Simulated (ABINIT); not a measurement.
Wanted: the native input for an ABINIT 10.8.3 (patched build) run.

* Task: equation of state
* Functional: PBE
* Potentials or basis: PseudoDojo NC SR PBE v0.5 stringent
* Cutoff: 1116 eV
* k mesh: 13 × 13 × 13
* Occupations: fermi-dirac, width 0.05 eV
* Spin: no spin polarisation

Crystal: C.

```xyz
2
Lattice="0.0000 1.7834 1.7834 1.7834 0.0000 1.7834 1.7834 1.7834 0.0000" Properties=species:S:1:pos:R:3 pbc="T T T"
C     2.6751    2.6751    2.6751
C     1.7834    1.7834    1.7834
```

This isn't the form of C at room conditions, which is graphite.

One way to write it, as run:

run.abi

```
# Datasets: one volume each
ndtset 7
getwfk -1
scalecart1 3*0.9795861087
scalecart2 3*0.9864848297
scalecart3 3*0.9932883884
scalecart4 3*1.0000000000
scalecart5 3*1.0066227096
scalecart6 3*1.0131594038
scalecart7 3*1.0196128224

# Pseudopotentials
pp_dirpath "./"
pseudos "C.upf"

# Structure
acell 3*1.0 Angstrom
rprim
     0.0000000000     1.7833700000     1.7833700000
     1.7833700000     0.0000000000     1.7833700000
     1.7833700000     1.7833700000     0.0000000000
ntypat 1
znucl 6
natom 2
typat 1 1
xred
     0.7500000000     0.7500000000     0.7500000000
     0.5000000000     0.5000000000     0.5000000000

# Plane-wave basis
ecut 41.0

# k points
kptopt 1
ngkpt 13 13 13
nshiftk 1
shiftk 0.0 0.0 0.0

# Exchange and correlation
ixc 11

# Bands and occupations
nband 8
occopt 3
tsmear 0.05 eV

# SCF cycle
nstep 100
tolvrs 1.0e-10

# Output
iomode 3
prtwf 1
prtden 0
prteig 0
prtebands 0
enunit 2
```

Potentials or basis: PseudoDojo NC SR PBE v0.5 stringent.

Launch:

```sh
$ abinit run.abi > log 2>&1
```

Results of the run:

| Property | Result |
| --- | --- |
| Equilibrium volume | 5.70 Å³/atom |
| Bulk modulus | 432 GPa |
| Pressure derivative of the bulk modulus | 3.7 |

Caveat: pressures at fixed basis lie under the slope of the energies.

It took 71 s on 1 thread of Arm Neoverse V2 (shared host), peak memory 0.12 GiB.
